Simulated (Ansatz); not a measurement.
## A vibration from a frozen displacement in ZnAu

Computed with DFT PBE, scalar-relativistic, plane waves, PAW in Ansatz 0.2.0. The runs took a 420 eV cutoff, a Γ-centred 16×16×16 mesh and Gaussian smearing (0.15 eV). Spin–orbit coupling is left out, which matters for the heavy elements here. No spin polarisation. Energies are free energies at this smearing, counted from the undisturbed cell; pressure is positive in compression.

The starting cell (as given, not relaxed at this level; it stands at 4.8 GPa, and it needn't be the usual structure):

```xyz
2
Lattice="3.1470 0.0000 0.0000 0.0000 3.1470 0.0000 0.0000 0.0000 3.1470" Properties=species:S:1:pos:R:3 pbc="T T T"
Zn    1.5735    1.5735    1.5735
Au    0.0000    0.0000    0.0000
```

Every Zn atom is moved by x along the Cartesian unit vector (0.000, 0.000, 1.000); the cell and all other atoms stay fixed. The cell's volume is 31.17 Å³; the moved atoms weigh 65.380 u together and the others 196.967 u. Some rows repeat others by symmetry and weren't run.

```
  x (Å)  ΔE (meV/cell) total force on the moved atoms along the move (eV/Å) pressure (GPa)
-0.2000          75.26                                                0.7540          6.8675
-0.1750          57.59                                                0.6594          6.3892
-0.1500          42.29                                                0.5648          5.9734
-0.1250          29.36                                                0.4703          5.6203
-0.1000          18.78                                                0.3759          5.3305
-0.0750          10.56                                                0.2817          5.1046
-0.0500           4.69                                                0.1877          4.9430
-0.0250           1.17                                                0.0938          4.8459
 0.0000           0.00                                                0.0000          4.8135
 0.0250           1.17                                               -0.0938          4.8459
 0.0500           4.69                                               -0.1877          4.9430
 0.0750          10.56                                               -0.2817          5.1046
 0.1000          18.78                                               -0.3759          5.3305
 0.1250          29.36                                               -0.4703          5.6203
 0.1500          42.29                                               -0.5648          5.9734
 0.1750          57.59                                               -0.6594          6.3892
 0.2000          75.26                                               -0.7540          6.8675
```

Problem. What frequency belongs to this motion?

Solution. The force constant is k = −dF/dx = 3.752 eV/Å², from the parabola through x = -0.0250, 0 and 0.0250. In every cell the moved atoms swing against the rest, so the mass is μ = m₁m₂/(m₁ + m₂) = 49.086 u, and ν̃ = 521.5 cm⁻¹ × √(|k|/μ) = 144 cm⁻¹, at this cell's pressure of 4.8 GPa. To first order in x, and within 1 %, the force on every atom lies along the move and, within each of the two groups, in proportion to the atom's mass, so this is itself a mode at the zone centre of this cell.

Problem. How far does the harmonic law reach?

Solution. At x = -0.200 Å, kx²/2 = 75.04 meV against the computed 75.26 meV (+0.3 %): the well is still close to harmonic there.

Problem. The pressure changes with x². What does that say about the frequency under compression?

Solution. With E = k(V)x²/2, k ∝ V^(−2γ) and x scaling with the cell as V^(1/3), P − P0 = −∂E/∂V = (2γ − 2/3) ΔE/V. At x = 0.0500 Å, V(P − P0) = 31.17 × 0.12946 / 160.2 eV = 25.18 meV and ΔE = 4.69 meV, so γ = 1/3 + V(P − P0)/(2ΔE) = 3.02. This is the Grüneisen parameter of the motion under uniform scaling of the cell: shrinking the cell evenly by 1 % in volume raises the frequency by about 3.02 %.

In a metal these slopes depend on the k mesh and the smearing.